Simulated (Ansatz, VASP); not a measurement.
One calculation of Pt, two programs

Contents of INCAR:

```
ALGO     = Normal         # electronic algorithm
EDIFF    = 1E-6           # SCF threshold, eV
ENCUT    = 520            # plane-wave cutoff, eV
GGA      = PS             # functional
ISIF     = 2              # what is computed and relaxed
ISMEAR   = -1             # smearing method
LASPH    = True           # aspherical terms in the spheres
LCHARG   = False          # write CHGCAR
LREAL    = False          # projectors in reciprocal space
LWAVE    = False          # write WAVECAR
NBANDS   = 11             # bands
NELM     = 100            # most SCF steps
PREC     = Accurate       # precision mode
SIGMA    = 0.05           # smearing width, eV
```

Contents of KPOINTS:

```
k-points
0
Gamma
  12 12 12
```

POSCAR

```
Pt
1.0
   -1.5947118289      1.5947118289      1.5947118289
    1.5947118289     -1.5947118289      1.5947118289
    1.5947118289      1.5947118289     -1.5947118289
Pt
1
Direct
    0.0000000000      0.0000000000      0.0000000000
```

The input input.yaml:

```yaml
crystal:
  lattice:
    - [-1.5947118289, 1.5947118289, 1.5947118289]
    - [1.5947118289, -1.5947118289, 1.5947118289]
    - [1.5947118289, 1.5947118289, -1.5947118289]
  atoms:
    - { symbol: Pt, position: [0.0, 0.0, 0.0] }
hamiltonian:
  xc: pbesol
  pseudopotentials: { kind: paw }
kpoints:
  mp_grid: { grid: [12, 12, 12] }
scf:
  occupations: { method: fermi_dirac, width: 0.05 }
output:
  forces: true
  stress: true
  eigenvalues: true
```

This isn't the form of Pt at room conditions, which is fcc.

Alike in both runs: task single point; functional PBEsol; k mesh 12 × 12 × 12; occupations fermi-dirac, width 0.05 eV; no spin polarisation.

|  | VASP | Ansatz |
| --- | --- | --- |
| version | VASP 6.6.1 | Ansatz 0.2.0 |
| potentials or method | VASP PAW PBE potentials, release 64 (Pt) | Ansatz PAW |
| plane-wave cutoff (eV) | 520 | 420 |
| valence electrons in the cell | 10 | 18 |

VASP gave:

- gap on the k mesh at the Fermi level (eV): none
- pressure (GPa): -15.6

**Question.** Which values does Ansatz return?

**Answer.** gap on the k mesh at the Fermi level (eV): none; pressure (GPa): -15.2.

A gap of «none» marks a metal or a gap that the smearing closes. The two sets of potentials don't hold the same shells in valence.

Caveats: so large a pressure means that the cell lies far from this level's equilibrium, or that cutoff or potentials fall short (VASP); the potentials were made for another functional, which shifts forces and pressure (VASP); the PAW data sets come from PBE, with cores solved anew for the run's functional, which leaves a small shift of forces and pressure (Ansatz). The runs have no spin-orbit coupling, so splittings on Pt are missing.
